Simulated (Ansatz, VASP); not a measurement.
## SnO: VASP beside Ansatz

File POSCAR:

```
SnO
1.0
    0.0000000000      2.5630544088      2.5630544088
    2.5630544088      0.0000000000      2.5630544088
    2.5630544088      2.5630544088      0.0000000000
Sn O
1 1
Direct
    0.0000000000      0.0000000000      0.0000000000
    0.2500000000      0.2500000000      0.2500000000
```

The input INCAR.step1:

```
  PREC = Accurate
  ENCUT = 520
  EDIFF = 1E-5
  ISMEAR = -1
  SIGMA = 0.02
  LREAL = False
  LASPH = True
  NELM = 80
  ALGO = Normal
  ISIF = 2
  LWAVE = True
  LCHARG = False
  GGA = PE
  NBANDS = 17
```

Contents of INCAR.step2:

```
  PREC = Accurate
  ENCUT = 520
  EDIFF = 1E-6
  ISMEAR = -1
  SIGMA = 0.02
  LREAL = False
  LASPH = True
  NELM = 80
  ALGO = Normal
  ISIF = 2
  LWAVE = False
  LCHARG = False
  GGA = PE
  LHFCALC = True
  HFSCREEN = 0.2079
  PRECFOCK = Normal
  ISTART = 1
  NBANDS = 17
```

Contents of KPOINTS:

```
regular mesh
0
Gamma
  6 6 6
```

Input for Ansatz:

```yaml
crystal:
  lattice:
    - [0.0, 2.5630544088, 2.5630544088]
    - [2.5630544088, 0.0, 2.5630544088]
    - [2.5630544088, 2.5630544088, 0.0]
  atoms:
    - { symbol: Sn, position: [0.0, 0.0, 0.0] }
    - { symbol: O, position: [0.25, 0.25, 0.25] }
kpoints:
  mp_grid: { grid: [6, 6, 6] }
  band_path:
    path:
      - [0.0, 0.0, 0.0]
      - [-0.5, -0.5, 0.0]
      - [-0.375, -0.375, 0.25]
      - [-0.375, 0.0, 0.375]
      - [0.0, 0.0, 0.5]
      - [-0.5, -0.25, 0.25]
      - [-0.5, -0.4, 0.1]
    npoints: 1
hamiltonian:
  xc: hse06
scf:
  occupations: { method: fermi_dirac, width: 0.02 }
  n_extra_bands: 4
output:
  forces: true
  stress: true
  eigenvalues: true
```

Change from the starting cell: hydrostatic strain -5.4%.

Alike in both runs: task single point; functional HSE06; k mesh 6 × 6 × 6; occupations fermi-dirac, width 0.02 eV; no spin polarisation.

```csv
,VASP,Ansatz
version,VASP 6.6.1,Ansatz 0.2.0
potentials or method,"VASP PAW PBE potentials, release 64 (Sn_d, O)","plane waves, PAW"
plane-wave cutoff (eV),520,420
valence electrons in the cell,20,20
```

```tsv
	VASP	Ansatz	Ansatz less VASP
pressure (GPa)	13.3	13.0	-0.26
```

The functional is the same, so the differences come from potentials, cutoffs and numerics. Ansatz warned: «filled_band_counts_differ_across_k_points».

Caveats: the PAW data sets were made with another functional, which shifts forces and pressure a little (VASP).
